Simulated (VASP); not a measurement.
VASP input:

### INCAR
```
! general
SYSTEM = BeO
PREC   = Accurate
ENCUT  = 400   ! plane-wave cut-off (eV)
LREAL  = .False.
LASPH  = .True.   ! aspherical one-centre terms

! electronic loop
EDIFF  = 1E-6   ! SCF stop (eV)
NELM   = 100   ! most electronic steps
ALGO   = Normal   ! blocked Davidson

! smearing
ISMEAR = 0
SIGMA  = 0.2

! functional
GGA    = PE   ! PBE

! ions
ISIF   = 2   ! forces and stress, cell fixed

! output
LWAVE  = .False.
LCHARG = .False.
```

### KPOINTS
```
Automatic mesh
0
Gamma
7 7 2
0 0 0
```

POSCAR:
```
BeO
1
    2.6830800000     0.0000000000     0.0000000000
   -1.3415400000     2.3236150000     0.0000000000
    0.0000000000     0.0000000000     8.7837160000
Be O
4 4
Direct
  0.0000000000   0.0000000000   0.0000000000
  0.0000000000   0.0000000000   0.5000000000
  0.6666670000   0.3333330000   0.7501800000
  0.3333330000   0.6666670000   0.2501800000
  0.0000000000   0.0000000000   0.8121600000
  0.0000000000   0.0000000000   0.3121600000
  0.6666670000   0.3333330000   0.5632900000
  0.3333330000   0.6666670000   0.0632900000
```

POTCAR, in this order: Be O (PBE.64 set). Program: vasp_std.

### Question
Write an equivalent input for Quantum ESPRESSO's pw.x.

### Answer
One equivalent input (not run):
```
&CONTROL
  calculation = 'scf'
  pseudo_dir = './pseudo'
  outdir = './out'
  tprnfor = .true.
  tstress = .true.
/
&SYSTEM
  ibrav = 0
  nat = 8
  ntyp = 2
  ecutwfc = 88
  occupations = 'smearing'
  smearing = 'gaussian'
  degauss = 0.0147
  input_dft = 'pbe'
/
&ELECTRONS
  conv_thr = 7.3e-08
  electron_maxstep = 100
/
ATOMIC_SPECIES
  Be 9.012 Be.upf
  O 15.999 O.upf
CELL_PARAMETERS angstrom
     2.6830800    0.0000000    0.0000000
    -1.3415400    2.3236150    0.0000000
     0.0000000    0.0000000    8.7837160
ATOMIC_POSITIONS crystal
  Be   0.0000000  0.0000000  0.0000000
  Be   0.0000000  0.0000000  0.5000000
  Be   0.6666670  0.3333330  0.7501800
  Be   0.3333330  0.6666670  0.2501800
  O    0.0000000  0.0000000  0.8121600
  O    0.0000000  0.0000000  0.3121600
  O    0.6666670  0.3333330  0.5632900
  O    0.3333330  0.6666670  0.0632900
K_POINTS automatic
  7 7 2 0 0 0
```
The two are equivalent in intent, not identical: the potentials are each code's own (VASP's PAW set, PseudoDojo norm-conserving files in pw.x), so ENCUT and ecutwfc are chosen apart and not converted; conv_thr bounds pw.x's estimated SCF error, while EDIFF bounds the energy change between steps.

The structure was generated: BeO was put into an ordered model structure, which need not be its known phase. The cell was not relaxed at this level.
